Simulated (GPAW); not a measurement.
A run of GPAW 26.7.0 is set up as follows.

The input run.py:

```python
import json
import numpy as np
from ase.dft.bandgap import bandgap
from ase.io import read, write
from ase.units import GPa
from gpaw import GPAW, PW, setup_paths

setup_paths.insert(0, '.')

atoms = read('POSCAR')

calc = GPAW(mode=PW(600),
            xc='PBEsol',
            kpts={'size': (9, 9, 2), 'gamma': True},
            occupations={'name': 'fermi-dirac', 'width': 0.05},
            nbands=46,
            convergence={'density': 1e-05, 'energy': 1e-05},
            maxiter=150,
            txt='gpaw.txt')
atoms.calc = calc
energy = atoms.get_potential_energy()
forces = atoms.get_forces()
stress = atoms.get_stress()
calc.write('gs.gpw')
write('result.traj', atoms)
print(f'Energy: {energy:.6f} eV')
print('Forces (eV/A):')
print(forces.round(4))
print('Stress (GPa):', (stress / GPa).round(3))
print('Fermi level:', round(calc.get_fermi_level(), 4), 'eV')
print(f'Gap: {bandgap(calc)[0]:.4f} eV, direct: {bandgap(calc, direct=True)[0]:.4f} eV')

size = (14, 14, 4)
dense = calc.fixed_density(kpts={'size': size, 'gamma': True}, update_fermi_level=True,
                           convergence={'bands': 'CBM+2.0', 'eigenstates': 1e-7}, txt='dense.txt')
ef = dense.get_fermi_level()
index = np.round(dense.get_bz_k_points() * size).astype(int) % size
recip = 2 * np.pi * atoms.cell.reciprocal()
sheets = []
for s, e_kn in enumerate(dense.eigenvalues()):
    for n in range(e_kn.shape[1] - 2):
        if e_kn[:, n].min() < ef < e_kn[:, n].max():
            e = np.empty(size)
            e[tuple(index.T)] = e_kn[dense.get_bz_to_ibz_map(), n] - ef
            de = np.array([(np.roll(e, -1, c) - np.roll(e, 1, c)) * size[c] / 2 for c in range(3)])
            v = np.linalg.norm(np.einsum('vc,cxyz->vxyz', np.linalg.inv(recip), de), axis=0)
            w = np.exp(-(e / 0.1)**2) / (0.1 * np.pi**0.5)
            sheets.append({'spin': s, 'band': n, 'filled': (e < 0).mean(), 'dos': w.mean(), 'bottom': e.min(), 'top': e.max(),
                           'velocity': (w * v).sum() / w.sum() * 1.519267e5, 'slice': e[:, :, 0].round(3).tolist()})
            print(f'spin {s} band {n}: filled share {sheets[-1]["filled"]:.3f}, from {e.min():.3f} to {e.max():.3f} eV,',
                  f'{w.mean():.3f} states/eV, mean velocity {sheets[-1]["velocity"]:.3e} m/s')
print('Fermi level on the dense mesh:', round(ef, 4), 'eV,', len(sheets), 'sheets')
json.dump({'ef': ef, 'sheets': sheets}, open('fermi.json', 'w'))
```

The input POSCAR:

```
MoSe2
1.0
    3.2880000000      0.0000000000      0.0000000000
   -1.6440000000      2.8474915276      0.0000000000
    0.0000000000      0.0000000000     12.9000000000
Mo Se
2 4
Direct
    0.6666666667      0.3333333333      0.7500000000
    0.3333333333      0.6666666667      0.2500000000
    0.6666666667      0.3333333333      0.3750000000
    0.3333333333      0.6666666667      0.8750000000
    0.6666666667      0.3333333333      0.1250000000
    0.3333333333      0.6666666667      0.6250000000
```

Potentials or basis: PAW data sets generated in the run's folder for this functional, pw.

Command:

```console
$ gpaw-setup -f PBEsol Mo Se
$ OMP_NUM_THREADS=1 python run.py
```

(1) Predict the largest force.

(2) What does it give for the band gap on the k mesh?

(3) Estimate the pressure.

Results:

(1) 0.790 eV/Å.

(2) 0.86 eV, indirect (least direct gap 1.36 eV).

(3) 3.1 GPa.

Caveat: an odd mesh through Γ misses points on the zone boundary, where band edges often lie; the cell's inner coordinates are idealised or old, which leaves forces on the atoms; this functional lacks dispersion, which binds the layers, so the pressure and a relaxed spacing across them are unreliable.
